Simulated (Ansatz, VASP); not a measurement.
# CuI (Marshite): VASP beside Ansatz

File INCAR:

```
  PREC = Accurate
  ENCUT = 520
  EDIFF = 1E-6
  ISMEAR = 0
  SIGMA = 0.01
  LREAL = F
  LASPH = T
  NELM = 100
  ALGO = Normal
  ISIF = 2
  LWAVE = F
  LCHARG = F
  GGA = PE
  NBANDS = 16
```

KPOINTS

```
Automatic mesh
0
Gamma
  3 3 3
```

Contents of POSCAR:

```
CuI
1.0
    0.0000000000      3.0315000000      3.0315000000
    3.0315000000      0.0000000000      3.0315000000
    3.0315000000      3.0315000000      0.0000000000
Cu I
1 1
Direct
    0.2500000000      0.2500000000      0.2500000000
    0.0000000000      0.0000000000      0.0000000000
```

Input for Ansatz:

```yaml
crystal:
  lattice:
    - [0.0, 3.0315, 3.0315]
    - [3.0315, 0.0, 3.0315]
    - [3.0315, 3.0315, 0.0]
  atoms:
    - { symbol: Cu, position: [0.25, 0.25, 0.25] }
    - { symbol: I, position: [0.0, 0.0, 0.0] }
basis:
  ecutwfc: 450.0
kpoints:
  mp_grid:
    grid: [3, 3, 3]
    shift: [0.0, 0.0, 0.0]
hamiltonian:
  xc: pbe
scf:
  occupations:
    method: fixed
output:
  eigenvalues: true
```

Alike in both runs: task single point; functional PBE; k mesh 3 × 3 × 3; no spin polarisation.

```csv
,VASP,Ansatz
version,VASP 6.6.1,Ansatz 0.2.0
potentials or method,"VASP PAW PBE potentials, release 64 (Cu, I)","plane waves, PAW"
plane-wave cutoff (eV),520,450
occupations,"gaussian, width 0.01 eV",fixed
valence electrons in the cell,18,36
```

```csv
,VASP,Ansatz,Ansatz less VASP
gap on the k mesh at the Fermi level (eV),1.14,1.12,-0.020
```

The two sets of potentials don't hold the same shells in valence.

Caveats: the k mesh is coarse (spacing up to 0.60 Å⁻¹), so the values aren't converged; spin-orbit coupling is left out, which moves the levels of the heavy elements.
